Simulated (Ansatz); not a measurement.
Crystal: PbS.

```
Pb S
1.0
     3.65366    0.00000    0.00000
     0.00000    3.65366    0.00000
     0.00000    0.00000    3.65366
Pb S
1 1
Direct
  0.00000 0.00000 0.00000
  0.50000 0.50000 0.50000
```

Measurements of this composition are mostly on another form, of space group No. 225.

- Program: Ansatz 0.2.0
- Task: relaxation of cell and atoms
- Functional: PBEsol
- Dispersion: D3(BJ)
- Potentials or basis: Ansatz PAW
- Cutoff: 420 eV (not typed: the program's choice for these potentials)
- k mesh: 7 × 7 × 7
- Occupations: fermi-dirac, width 0.05 eV
- Spin: no spin polarisation

At the start: volume 24.39 Å³/atom.

**Question.** How do energy, volume and symmetry change on relaxing?

**Answer.** It ends after 5 steps and the volume is 21.89 Å³/atom (-10.2 %); space group Pm-3m (No. 221, to 0.05 Å).

The path:
```tsv
step	energy change (eV)	largest force (eV/Å)	volume (Å³)
1	0.0000	0.0000	48.77
2	-0.0964	0.0000	42.48
3	-0.1050	0.0000	44.13
4	-0.1057	0.0000	43.79
5	-0.1053	0.0000	43.79
```

Final structure:
```
Pb S
1.0
     3.52472    0.00000    0.00000
     0.00000    3.52472    0.00000
     0.00000    0.00000    3.52472
Pb S
1 1
Cartesian
  0.0000 0.0000 0.0000
  1.7624 1.7624 1.7624
```

Caveat: the plane-wave basis is chosen anew once the cell has moved, so the energies of steps on either side of that aren't comparable; pairwise dispersion overbinds metals, which lowers pressure and volume; the PAW data sets come from PBE, with cores solved anew for the run's functional, which leaves a small shift of forces and pressure.
